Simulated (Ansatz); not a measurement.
Crystal: ZrN, rock salt type, 2 atoms in the cell.

These are results of Ansatz, HSE06, plane waves, PAW datasets (generated soft set 1), not measurements.

Cutoff 420 eV; exchange singularity: regularized; k-mesh 4×4×4 Γ-centred; Fermi–Dirac smearing of 0.1 eV; no spin polarisation.

The fit to the energies gives V₀ = 11.879 Å³/atom (a₀ = 4.563 Å), B₀ = 273 GPa, B₀′ = 4.09.

(1) What pressure does the program print at V = 12.654 Å³/atom, and how far above the lowest computed point (V = 11.924 Å³/atom) does the energy lie?

Answers

(1) -15.07 GPa and 38.50 meV/atom. All points:

```
V (Å³/atom)   a (Å)  E − E(min) (meV/atom)  P (GPa)
     11.194  4.4739                  37.17    18.35
     11.559  4.5220                   7.61     7.87
     11.924  4.5691                   0.00    -1.03
     12.289  4.6153                  11.23    -8.61
     12.654  4.6605                  38.50   -15.07
```

The stress includes the program's correction for the finite plane-wave basis.

The k-mesh is coarse, so these values belong to this mesh and can lie far from the converged ones.
